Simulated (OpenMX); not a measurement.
The system is CuI (Marshite).

```
CELL_PARAMETERS angstrom
0.00000 3.03150 3.03150
3.03150 0.00000 3.03150
3.03150 3.03150 0.00000
ATOMIC_POSITIONS crystal
I 0.00000 0.00000 0.00000
Cu 0.75000 0.75000 0.75000
```

```yaml
Program: OpenMX 3.8.5
Task: single point
Functional: PBE
Potentials_or_basis: OpenMX 2013 PBE set, I7.0-s3p2d2f1, Cu6.0H-s3p2d2, grid cutoff 500 Ry
k_mesh: 9 × 9 × 9
Occupations: fermi-dirac, width 0.05 eV
Spin: no spin polarisation
```

On this cell: pressure 1.8 GPa; largest force zero by symmetry; band gap on the k mesh 1.30 eV, direct.

The same run follows on a disturbed copy (atoms moved at random, drawn with an rms of 0.05 Å):

```
I Cu
1.0
     0.00000    3.03150    3.03150
     3.03150    0.00000    3.03150
     3.03150    3.03150    0.00000
I Cu
1 1
Direct
  0.99532 0.00687 0.00367
  0.76201 0.76128 0.73768
```

Q: What does the disturbed cell give?

A: The energy moves by +2.6 meV/atom; pressure 1.9 GPa; largest force 0.226 eV/Å; band gap on the k mesh 1.29 eV, direct.

Forces on the atoms (eV/Å):
```
I   -0.080 -0.021  0.163
Cu   0.101  0.029 -0.200
```

The forces don't sum to zero, so they hold noise of the program's grid.

Caveats: spin-orbit coupling is left out, which moves the levels of the heavy elements; the basis of atomic orbitals isn't converged, which shifts pressures, moduli and gaps.

